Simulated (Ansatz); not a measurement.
The parent structure is InN in the wurtzite structure (space group P6_3mc, No. 186; a = 3.5475 Å, c = 5.7226 Å). Axes: x lies along a and z along c of the hexagonal cell.

All numbers come from r2SCAN in Ansatz (plane waves to 500 eV, PAW, spin-orbit coupling left out).

Before the change:

| Item | Value |
|---|---|
| Volume per atom | 15.59 Å³ |

The change: tensile biaxial strain of 1.08 % in the plane normal to [001], as in epitaxy on a mismatched substrate; the out-of-plane cell vector and the atoms relax.

Problem. Predict the new in-plane stress.

Solution. The mean in-plane stress (compression positive) is -2.7 GPa.

Problem. What happens to the volume per atom?

Solution. The volume per atom rises by 0.20 Å³ to 15.79 Å³.

Stability against distortions was not tested.

Ansatz is a program for electronic structure.
